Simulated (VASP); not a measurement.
Set up this calculation in VASP 6.6.1, as the native input.

```
Task                   : relaxation of cell and atoms
Functional             : PBE
Potentials or basis    : VASP PAW PBE potentials, release 64 (Ag, Cl)
Cutoff                 : 600 eV
k mesh                 : 8 × 8 × 8
Occupations            : gaussian, width 0.02 eV
Spin                   : no spin polarisation
Further INCAR settings : ALGO = Normal; EDIFF = 1e-07; IBRION = 2; EDIFFG = -0.005; NSW = 90; ISIF = 3
```

The structure of AgCl lies in POSCAR:

```
AgCl
1.0
    0.0000000000      2.7726630000      2.7726630000
    2.7726630000      0.0000000000      2.7726630000
    2.7726630000      2.7726630000      0.0000000000
Ag Cl
1 1
Direct
    0.0000000000      0.0000000000      0.0000000000
    0.5000000000      0.5000000000      0.5000000000
```

The cell is a database's computed one.

One way to write it, as run:

INCAR

```
SYSTEM = AgCl
PREC = Accurate
ENCUT = 600
EDIFF = 1E-7
ISMEAR = 0
SIGMA = 0.02
LREAL = .False.
LASPH = .True.
NELM = 100
ALGO = Normal
ISIF = 3
LWAVE = .False.
LCHARG = .False.
GGA = PE
IBRION = 2
NSW = 90
EDIFFG = -0.005
```

KPOINTS

```
Automatic mesh
0
Gamma
  8 8 8
  0 0 0
```

Potentials or basis: VASP PAW PBE potentials, release 64 (Ag, Cl).

Run with:

```console
$ cat potpaw_PBE.64/Ag/POTCAR potpaw_PBE.64/Cl/POTCAR > POTCAR
$ mpirun -np 1 vasp_std > vasp.out
```

It gave:

The relaxed volume is 22.03 Å³/atom, the relaxed cell is a = 3.965 Å, b = 3.965 Å, c = 3.965 Å, α = 60.00°, β = 60.00°, γ = 60.00° and the space group after relaxing (to 0.05 Å) is Fm-3m (No. 225). The energy gained by relaxing is 3.3 meV/atom, the ionic steps are 3 and the pressure after relaxing is 0.0 GPa. The band gap on the k mesh is 0.92 eV, indirect (least direct gap 3.08 eV).

Wall time 22 s on 1 thread of Intel(R) Xeon(R) Platinum 8488C (Sapphire Rapids), on a shared host, peak memory 0.19 GiB.
